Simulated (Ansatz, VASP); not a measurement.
# Hf: VASP beside Ansatz

INCAR

```
  PREC = Accurate
  ENCUT = 520
  EDIFF = 1E-6
  ISMEAR = -1
  SIGMA = 0.1
  LREAL = False
  LASPH = True
  NELM = 80
  ALGO = Normal
  ISIF = 2
  LWAVE = False
  LCHARG = True
  GGA = PS
  LELF = True
  LVHAR = True
  NBANDS = 17
```

KPOINTS

```
regular mesh
0
Gamma
  10 10 10
```

POSCAR

```
Hf
1.0
    0.0000000000      3.2698199397      3.2698199397
    3.2698199397      0.0000000000      3.2698199397
    3.2698199397      3.2698199397      0.0000000000
Hf
2
Direct
    0.1250000000      0.1250000000      0.1250000000
    0.8750000000      0.8750000000      0.8750000000
```

Input for Ansatz:

```yaml
crystal:
  lattice:
    - [0.0, 3.2698199397, 3.2698199397]
    - [3.2698199397, 0.0, 3.2698199397]
    - [3.2698199397, 3.2698199397, 0.0]
  atoms:
    - { symbol: Hf, position: [0.125, 0.125, 0.125] }
    - { symbol: Hf, position: [0.875, 0.875, 0.875] }
hamiltonian:
  xc: pbesol
  pseudopotentials:
    kind: paw
    azcp:
      Hf: "pseudopotentials/Hf.paw.azcp"
basis:
  ecutwfc: 420
  fft_grid_basis: typed
kpoints:
  mp_grid: { grid: [10, 10, 10], shift: [0, 0, 0] }
magnetization:
  spin_polarized: false
scf:
  occupations: { method: fermi_dirac, width: 0.1 }
  lower_state_search: "off"
output:
  stress: true
```

Alike in both runs: task single point; functional PBEsol; k mesh 10 × 10 × 10; occupations fermi-dirac, width 0.1 eV; no spin polarisation.

|  | VASP | Ansatz |
| --- | --- | --- |
| version | VASP 6.6.1 | Ansatz 0.2.0 |
| potentials or method | VASP PAW PBE potentials, release 64 (Hf_pv) | plane waves (420 eV) with PAW, scalar-relativistic |
| plane-wave cutoff (eV) | 520 | 420 |
| valence electrons in the cell | 20 | 52 |

VASP gave:

| Item | Value |
| --- | --- |
| pressure (GPa) | -2.3 |

Problem. Which values does Ansatz return?

Solution. Pressure (GPa): -2.1.

With one functional, cell and mesh, what is left measures potentials, basis and numerics. The two sets of potentials don't hold the same shells in valence. Ansatz warned: «pseudo_functional_mismatch».

Caveats: the PAW data sets were made with another functional, which shifts forces and pressure a little (VASP). The runs have no spin-orbit coupling, so splittings on Hf are missing.
